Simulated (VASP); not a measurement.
KTaO₃ in VASP 6.6.1, single-point calculation

INCAR

```
ISMEAR = -1
LWAVE = .FALSE.
GGA = PE
PREC = Accurate
SIGMA = 0.02
LASPH = .TRUE.
LCHARG = .FALSE.
LREAL = .FALSE.
NELM = 65
NBANDS = 27
EDIFF = 1E-7
IBRION = -1
ENCUTT = 520
NSW = 0
ISIF = 2
```

KPOINTS

```
KPOINTS created by Atomic Simulation Environment
0
Gamma
6 6 6
0 0 0
```

POSCAR

```
K  Ta O
 1.0000000000000000
     3.9514266883000002    0.0000000000000000    0.0000000000000000
     0.0000000000000000    3.9514266883000002    0.0000000000000000
     0.0000000000000000    0.0000000000000000    3.9514266883000002
 K   Ta  O
   1   1   3
Cartesian
  1.9757133441500001  1.9757133441500001  1.9757133441500001
  0.0000000000000000  0.0000000000000000  0.0000000000000000
  1.9757133441500001  0.0000000000000000  0.0000000000000000
  0.0000000000000000  1.9757133441500001  0.0000000000000000
  0.0000000000000000  0.0000000000000000  1.9757133441500001
```

The recommended PBE PAW datasets give the neutral cell 38 valence electrons.

Command

```
mpirun -np 1 vasp_std
```

OSZICAR

```
N       E                     dE             d eps       ncg     rms          rms(c)
DAV:   1     0.282451730556E+03    0.28245E+03   -0.18169E+04  1088   0.116E+03
DAV:   2    -0.328557954785E+02   -0.31531E+03   -0.30701E+03  1284   0.367E+02
DAV:   3    -0.488556836318E+02   -0.16000E+02   -0.15928E+02  1589   0.813E+01
DAV:   4    -0.493292613983E+02   -0.47358E+00   -0.47286E+00  1664   0.881E+00
DAV:   5    -0.493319389572E+02   -0.26776E-02   -0.26773E-02  1452   0.699E-01    0.359E+01
DAV:   6    -0.411829277522E+02    0.81490E+01   -0.32120E+01  1286   0.390E+01    0.140E+01
DAV:   7    -0.410540415548E+02    0.12889E+00   -0.14140E+00  1424   0.776E+00    0.961E+00
DAV:   8    -0.410076256680E+02    0.46416E-01   -0.32157E-01  1265   0.466E+00    0.266E+00
DAV:   9    -0.409941865140E+02    0.13439E-01   -0.26931E-02  1350   0.122E+00    0.406E-01
DAV:  10    -0.409931577750E+02    0.10287E-02   -0.10664E-02  1479   0.666E-01    0.587E-02
DAV:  11    -0.409931547449E+02    0.30301E-05   -0.63964E-04  1432   0.161E-01    0.293E-02
DAV:  12    -0.409931820718E+02   -0.27327E-04   -0.43401E-05  1493   0.513E-02    0.140E-02
DAV:  13    -0.409931836955E+02   -0.16237E-05   -0.21994E-06  1484   0.109E-02    0.591E-03
DAV:  14    -0.409931835393E+02    0.15623E-06   -0.61540E-07  1352   0.459E-03    0.151E-03
DAV:  15    -0.409931834897E+02    0.49600E-07   -0.60189E-08   892   0.197E-03
   1 F= -.40993183E+02 E0= -.40993183E+02  d E =-.585627E-12
```

It converged. Results: gap between bands v and c on the k mesh 2.24 eV; least direct gap on the k mesh 2.85 eV; pressure 7.8 GPa. Band v is the last that the valence electrons fill when counted band by band, and c is the next.

Find the fault in these files.

Misspelt tag. On sound settings PBE gives a gap of 2.24 eV on its mesh and a pressure of 12.5 GPa for the intended cell. This run's energy (σ→0) differs from it by -13 meV an atom.
